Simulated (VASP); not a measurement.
# H3C2N: single point with PBEsol

H3C2N:

```
C N H
1.0
     8.78762    0.00000    0.00000
     0.00000    8.78762    0.00000
     0.00000    0.00000    8.78762
C N H
12 6 18
Direct
  0.15524 0.37340 0.49464
  0.99612 0.41977 0.78033
  0.45608 0.05963 0.50724
  0.29414 0.12671 0.32881
  0.63930 0.89063 0.92999
  0.45032 0.90158 0.83878
  0.29957 0.76920 0.91525
  0.10312 0.79376 0.99481
  0.93612 0.73745 0.47841
  0.90168 0.90187 0.57402
  0.59094 0.44188 0.85049
  0.52619 0.19989 0.65220
  0.93648 0.41148 0.90105
  0.43821 0.22565 0.23439
  0.28640 0.88164 0.85466
  0.02920 0.86156 0.06317
  0.87396 0.03246 0.58594
  0.35949 0.27828 0.66398
  0.92784 0.56697 0.52321
  0.51016 0.16677 0.57343
  0.37627 0.38992 0.93125
  0.64709 0.11401 0.50258
  0.61804 0.31345 0.79499
  0.49647 0.97104 0.58613
  0.60494 0.28881 0.37441
  0.67617 0.01762 0.99194
  0.50070 0.73638 0.94588
  0.27406 0.54977 0.71119
  0.28059 0.78554 0.21760
  0.33864 0.96700 0.29397
  0.90633 0.84428 0.45340
  0.01486 0.75471 0.60359
  0.06556 0.61995 0.34250
  0.55899 0.39610 0.08301
  0.95674 0.53691 0.01605
  0.17999 0.66142 0.22725
```

The cell was built by a generator and needn't be a form met in nature.

```json
{
  "Program": "VASP 6.6.1",
  "Task": "single point",
  "Functional": "PBEsol",
  "Potentials or basis": "VASP PAW PBE potentials, release 64 (C, N, H)",
  "Cutoff": "520 eV",
  "k mesh": "1 × 1 × 1",
  "Occupations": "fermi-dirac, width 0.02 eV",
  "Spin": "no spin polarisation",
  "Dipole correction": "no",
  "Further INCAR settings": "LREAL = Auto; ALGO = Normal; EDIFF = 1e-06; NBANDS = 72"
}
```

The pressure is -3.2 GPa. The largest force is 35.661 eV/Å. The band gap on the k mesh is 0.13 eV, direct.

Forces on the atoms (eV/Å):
```
C     0.842   0.263   1.454
C     0.528  -0.232  -1.301
C     1.233   0.216  -2.531
C     7.053  -0.148  -1.058
C    -5.442   1.045  -1.753
C     4.311   1.037   2.641
C    -1.426 -13.490   8.175
C    11.019 -11.423  -9.246
C     4.612  -7.701   6.816
C    -1.782  -0.544   3.142
C    -1.638  -1.560   1.303
C    -1.657  15.435  32.105
N     0.454   3.606   3.441
N    -2.392  -1.529   3.616
N     3.722  14.062  -8.501
N   -10.908   9.557   9.392
N     0.063   0.710   0.172
N     5.698  -0.888   0.685
H    -0.977   3.408  -0.813
H    -5.566 -11.402 -30.567
H     2.182   0.034  -0.787
H    -1.379  -0.889  -1.003
H    -0.578   1.509   1.038
H    -0.498  -0.832   0.753
H    -1.956  -1.017  -1.591
H    -1.280  -2.472  -1.415
H    -0.362   1.253  -0.068
H    -0.248  -0.708  -0.468
H    -0.927  -0.990   0.613
H    -1.424   1.642  -0.282
H    -1.793   3.984  -6.740
H     0.011  -0.451  -2.936
H     1.229   0.452  -0.575
H    -0.602  -0.071  -2.107
H    -0.425  -3.098  -2.977
H     0.303   1.231   1.373
```

Stress tensor (GPa, compression positive):
```
-10.75  -1.85  -2.47
 -1.85  -1.06   0.30
 -2.47   0.30   2.22
```

Levels at points of the mesh, in eV from the valence-band top:
| k point | band 46 | band 47 | band 48 | band 49 | band 50 | band 51 |
| --- | --- | --- | --- | --- | --- | --- |
| (0.00, 0.00, 0.00) | -0.10 | -0.02 | 0.00 | 0.13 | 0.40 | 0.53 |

It took 79 s on 1 thread of Intel(R) Xeon(R) 6975P-C (Granite Rapids), with other jobs on the host, peak memory 0.69 GiB.

Caveat: the standard files for N, O and F lose accuracy on very short bonds; the PAW data sets were made with another functional, which shifts forces and pressure a little. Expect the measured gap to be larger: semilocal functionals such as PBEsol lack the derivative discontinuity.
